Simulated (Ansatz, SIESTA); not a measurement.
## KMgF3: the functional in 2 programs

```xyz
5
Lattice="3.9859 0.0000 0.0000 0.0000 3.9859 0.0000 0.0000 0.0000 3.9859" Properties=species:S:1:pos:R:3 pbc="T T T"
K     1.9929    1.9929    1.9929
Mg    0.0000    0.0000    0.0000
F     0.0000    0.0000    1.9929
F     0.0000    1.9929    0.0000
F     1.9929    0.0000    0.0000
```

Kept alike: task band structure; k mesh 7 × 7 × 7; occupations fermi-dirac, width 0.05 eV; no spin polarisation. The mesh is that of the run's cell of 5 atoms. No spin-orbit coupling.

- A: Ansatz, Ansatz PAW, made for PBE, cutoff 420 eV
- B: SIESTA; files PseudoDojo sr-lda-0.4.1-standard, DZP (energy shift 0.003 Ry; two zetas on semicore shells; d shell added on K) (LDA); files PseudoDojo sr-pbe-0.4.1-standard, DZP (energy shift 0.003 Ry; two zetas on semicore shells; d shell added on K) (PBE); files PseudoDojo sr-pbesol-0.4.1-standard, DZP (energy shift 0.003 Ry; two zetas on semicore shells; d shell added on K) (PBEsol), atomic orbitals

| functional | A: pressure (GPa) | B: pressure (GPa) |
| --- | --- | --- |
| LDA | -4.47 | -3.78 |
| PBE | 3.78 | 4.61 |
| PBEsol | 0.30 | 0.90 |

Pressure is positive in compression; plane-wave values hold the error of the finite cutoff, which Ansatz corrects. Values on potentials made for another functional: A at LDA, PBEsol.

Problem. How large is the effect of the functional, and do the programs agree on it?

Solution. From LDA to PBE the pressure moves by +8.25 in A, +8.39 in B (GPa). Row by row the programs differ by 0.60 to 0.83, and over this span the shifts, as printed, agree within about 2 %. Shifts from LDA: PBE +8.25, +8.39; PBEsol +4.77, +4.68; the programs' shifts differ by up to 0.14.
